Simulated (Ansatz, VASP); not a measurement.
Br in VASP and in Ansatz

File INCAR:

```
ALGO = Normal ; EDIFF = 1E-8
ENCUT = 520 ; GGA = PE
ISIF = 2 ; ISMEAR = -1
LASPH = T ; LCHARG = F
LEFG = T ; LREAL = F
LWAVE = F ; NBANDS = 10
NELM = 100 ; PREC = Accurate
SIGMA = 0.05
```

File KPOINTS:

```
k-points
0
Gamma
  20 20 20
```

POSCAR

```
Br
1.0
   -1.8830685219      1.8830685219      1.8830685219
    1.8830685219     -1.8830685219      1.8830685219
    1.8830685219      1.8830685219     -1.8830685219
Br
1
Direct
    0.0000000000      0.0000000000      0.0000000000
```

Input for Ansatz:

```yaml
crystal:
  lattice:
    - [-1.8830685219, 1.8830685219, 1.8830685219]
    - [1.8830685219, -1.8830685219, 1.8830685219]
    - [1.8830685219, 1.8830685219, -1.8830685219]
  atoms:
    - { symbol: Br, position: [0.0, 0.0, 0.0] }
kpoints:
  mp_grid: { grid: [20, 20, 20] }
  band_path:
    path:
      - [0.0, 0.0, 0.0]
      - [0.5, -0.5, 0.5]
      - [0.0, 0.0, 0.5]
      - [0.0, 0.0, 0.0]
      - [0.25, 0.25, 0.25]
      - [0.5, -0.5, 0.5]
      - [0.25, 0.25, 0.25]
      - [0.0, 0.0, 0.5]
    npoints: 8
scf:
  occupations: { method: fermi_dirac, width: 0.05 }
hamiltonian:
  xc: pbe
  pseudopotentials: { kind: all_electron, datasets: crystal }
output:
  forces: true
  stress: true
  eigenvalues: true
  efg: { contact_densities: true }
```

Alike in both runs: task electric field gradients; functional PBE; k mesh 20 × 20 × 20; occupations fermi-dirac, width 0.05 eV; no spin polarisation.

|  | VASP | Ansatz |
| --- | --- | --- |
| version | VASP 6.6.1 | Ansatz 0.2.0 |
| potentials or method | VASP PAW PBE potentials, release 64 (Br) | all-electron PAW with datasets made for the crystal, scalar-relativistic |
| plane-wave cutoff (eV) | 520 | see its input |

```tsv
	VASP	Ansatz	Ansatz less VASP
pressure (GPa)	0.0	0.0	+0.01
Vzz of the field gradient on the site that differs most (V/Å²)	0.0	0.0	0.00
```

Ansatz ran all-electron here, so the differences hold the error of VASP's frozen core and of both bases.

Caveats: an odd number of electrons without spin polarisation forces a metal; a magnetic or distorted state may lie lower.
